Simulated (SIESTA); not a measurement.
Al under changes of volume

One of the cells (16.603 Å³/atom); the others are scaled copies at fixed shape and fractional positions:

```
Al
1.0
     0.00000    2.02481    2.02481
     2.02481    0.00000    2.02481
     2.02481    2.02481    0.00000
Al
1
Direct
  0.00000 0.00000 0.00000
```

| Item | Value |
| --- | --- |
| Program | SIESTA 5.4.2 |
| Functional | RPBE |
| Potentials or basis | PseudoDojo 0.4 standard (PBE files) |
| Basis | DZP (energy shift 0.003 Ry) |
| Grid cutoff | 500 Ry |
| Energy shift | 0.003 Ry |
| k mesh | 11 × 11 × 11 |
| Occupations | fermi-dirac, width 0.05 eV |
| Spin | no spin polarisation |

| volume (Å³/atom) | energy over the lowest point (meV/atom) | pressure (GPa) |
| --- | --- | --- |
| 15.607 | ? | ? |
| 15.939 | 5.89 | 3.3 |
| 16.271 | 1.09 | 1.4 |
| 16.603 | 0.00 | -0.3 |
| 16.935 | 2.26 | -1.8 |
| 17.267 | 7.54 | -3.2 |
| 17.599 | 15.38 | -4.3 |

Question: What does the run at 15.607 Å³/atom give?

Answer: Energy over the lowest point 14.92 meV/atom; pressure 5.5 GPa.

Worked out: A Birch-Murnaghan fit of order 3 (a polynomial in V^(-2/3)) to the other rows has its minimum at 16.54 Å³/atom with B0 = V·E''(V) = 82 GPa and B' = 4.9. It gives 14.94 meV/atom at 15.607 Å³/atom, against the run's 14.92, and -dE/dV = 5.5 GPa, against 5.5.

Energies are extrapolated to zero smearing.

Caveats: the potentials were made for another functional, which shifts forces and pressure; the basis of atomic orbitals isn't converged, which shifts pressures, moduli and gaps.
